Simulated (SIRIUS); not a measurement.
The system is Al.

```
Al
1.0
     2.81246    0.00000    0.00000
    -1.40623    2.43566    0.00000
     0.00000    0.00000    4.86685
Al
2
Direct
  0.33333 0.66667 0.25000
  0.66667 0.33333 0.75000
```

This isn't the form of Al at room conditions, which is fcc.

| Item | Value |
| --- | --- |
| Program | SIRIUS 7.10.0 |
| Task | single point |
| Functional | PBEsol |
| Potentials or basis | PseudoDojo 0.4.1 PBEsol standard (scalar relativistic) |
| Cutoff | 557 eV |
| Density cutoff | 2229 eV |
| k mesh | 11 × 11 × 6 |
| Occupations | fermi-dirac, width 0.05 eV |
| Spin | no spin polarisation |

On this cell: pressure -1.5 GPa; largest force under 0.003 eV/Å; band gap on the k mesh none (metal or under the smearing width).

The same run follows on a disturbed copy (atoms moved at random, drawn with an rms of 0.05 Å):

```
Al
1.0
     2.81246    0.00000    0.00000
    -1.40623    2.43566    0.00000
     0.00000    0.00000    4.86685
Al
2
Direct
  0.31442 0.64697 0.24540
  0.66979 0.33912 0.75318
```

Q: What changes?

A: The energy (extrapolated to zero smearing) moves by +2.1 meV/atom; pressure -1.4 GPa; largest force 0.135 eV/Å; band gap on the k mesh none (metal or under the smearing width).

Forces in eV/Å, atoms in the order of the input:
```
Al   0.024  0.046  0.124
Al  -0.024 -0.046 -0.124
```

Stress tensor (GPa, compression positive):
```
 0.21  0.02  0.03
 0.02  0.11  0.07
 0.03  0.07 -4.43
```
